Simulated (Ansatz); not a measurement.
# Hg (bcc type): a single-point run

Wanted: a converged single-point run for Hg (bcc type), and a check of what comes out.

Program: Ansatz 0.2.0. Level of theory: DFT, PBE, norm-conserving pseudopotentials, Ansatz's default files, scalar-relativistic. These are calculated values, not measurements.

**1. Starting point**

The structure is cubic, space group Im-3m (No. 229). Conventional cell: a = 6.001 Å, b = 6.001 Å, c = 6.001 Å, α = 90.00°, β = 90.00°, γ = 90.00°.

Coordinates:

```xyz
1
Lattice="-3.0003 3.0003 3.0003 3.0003 -3.0003 3.0003 3.0003 3.0003 -3.0003" Properties=species:S:1:pos:R:3 pbc="T T T"
Hg    0.0000    0.0000    0.0000
```

**2. The calculation**

input.yaml

```yaml
crystal:
  lattice:
    - [-3.00025257, 3.00025257, 3.00025257]
    - [3.00025257, -3.00025257, 3.00025257]
    - [3.00025257, 3.00025257, -3.00025257]
  atoms:
    - { symbol: Hg, position: [0.0, 0.0, 0.0] }
kpoints:
  mp_grid: { grid: [14, 14, 14] }
scf:
  occupations: { method: fermi_dirac, width: 0.1 }
  max_iter: 80
hamiltonian:
  xc: pbe
  pseudopotentials: { kind: nc }
output:
  forces: true
  stress: true
  eigenvalues: true
```

On the command line:

```sh
$ ansatz run input.yaml --threads 1 --pin off --max-ram 2048MiB --backend cpu --events-out ev --progress --plain --runs-dir out
```

What happens when this is run?

This run ends as converged. Convergence says nothing about whether the input makes sense.

The geometry is stretched towards separate atoms, where one determinant is a poor description. The shortest distance in the input is 5.20 Å.

Remedy: start from sensible bond lengths.
